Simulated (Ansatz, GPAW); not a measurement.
## Sn: 3 runs at one level of theory

```
CELL_PARAMETERS angstrom
0.00000 3.23334 3.23334
3.23334 0.00000 3.23334
3.23334 3.23334 0.00000
ATOMIC_POSITIONS crystal
Sn 0.75000 0.75000 0.75000
Sn 0.50000 0.50000 0.50000
```

This isn't the form of Sn at room conditions, which is tetragonal (white tin).

Alike in all runs: task band structure; functional RPBE; k mesh 7 × 7 × 7; occupations fermi-dirac, width 0.05 eV; no spin polarisation; no spin-orbit coupling. Pressure is positive in compression and, in plane waves, holds the error of the finite cutoff, which Ansatz's Pulay term estimates and takes out.

```csv
program and potentials,plane-wave cutoff (eV),notes,pressure (GPa)
"Ansatz, Ansatz PAW",420,"potentials made for PBE, which Ansatz adapts in part; Pulay term of +0.03 GPa included",5.21
"Ansatz, all-electron LAPW, scalar-relativistic",-,-,5.21
"GPAW, the program's PAW data sets (release 1.2.1) made for this functional",600,-,4.95
```

The pressure spans 4.95 (GPAW, the program's PAW data sets (release 1.2.1) made for this functional) to 5.21 GPa (Ansatz, Ansatz PAW), with all-electron results at 5.21. Some sets were made for another functional than the one run, which can shift their rows.

Differences between rows come from potentials, basis sets and numerical settings, since the functional is the same but for its coding. Runs on potential files found faulty are left out.
